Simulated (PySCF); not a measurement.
**Isomerisation enthalpies of C3H9N**

**Experimental background.**

CRC Handbook of Chemistry and Physics lists, for the gas at 298.15 K: enthalpy of formation of `CCCN` (propylamine) -70.1 kJ/mol; enthalpy of formation of `CN(C)C` -23.6 kJ/mol.

The results are set against them at the end.

Differences of these values give the isomerisation enthalpies. Geometries: PBE0-D3(BJ)/def2-TZVP; runs in PySCF, gas phase, with a dispersion term only where the level names one. Total electronic energies (Eh):

| SMILES | PBE0-D3(BJ)/def2-TZVP |
| --- | --- |
| CCCN | -174.34361 |
| CN(C)C | -174.32611 |

Geometry of `CCCN` (Å):
```
atom  x, y, z in Å
C1    -1.7469    0.0080   -0.4161
C2    -0.3953   -0.4572    0.0957
C3     0.7587    0.3041   -0.5271
N4     2.0332   -0.1926   -0.0328
H5    -1.9074    1.0690   -0.2054
H6    -2.5631   -0.5490    0.0483
H7    -1.8271   -0.1284   -1.4982
H8    -0.3533   -0.3342    1.1852
H9    -0.2556   -1.5246   -0.0982
H10    0.7393    0.1584   -1.6127
H11    0.6045    1.3824   -0.3543
H12    2.1058   -0.0368    0.9657
H13    2.8035    0.3030   -0.4633
```

Geometry of `CN(C)C` (Å):
```
atom  x, y, z in Å
C1    -0.395    1.266    0.447
N2    -0.056   -0.132    0.538
C3     1.324   -0.364    0.189
C4    -0.943   -0.943   -0.257
H5    -0.291    1.667   -0.579
H6     0.254    1.850    1.104
H7    -1.428    1.420    0.766
H8     1.553   -0.089   -0.858
H9     1.569   -1.420    0.321
H10    1.976    0.221    0.841
H11   -0.884   -0.712   -1.338
H12   -0.701   -2.000   -0.126
H13   -1.976   -0.788    0.062
```

Zero-point and thermal terms are left out, so the computed numbers are electronic energies.

## Comparison

Relative to `CCCN`, the lowest by measurement, in kJ/mol (measured: enthalpies at 298.15 K; computed: electronic energies):

```tsv
SMILES	measured	PBE0-D3(BJ)/def2-TZVP
CCCN	0.0	0.0
CN(C)C	46.5	45.9
```

Measured values: -70.1 kJ/mol (298.15 K; CRC Handbook of Chemistry and Physics) for the first row; the others come from the same table. Unsigned miss: PBE0-D3(BJ)/def2-TZVP 0.6 kJ/mol. One conformer stands for `CCCN`, not necessarily the lowest, while the measurement averages over conformers. Where a level misses, the cause wasn't examined.
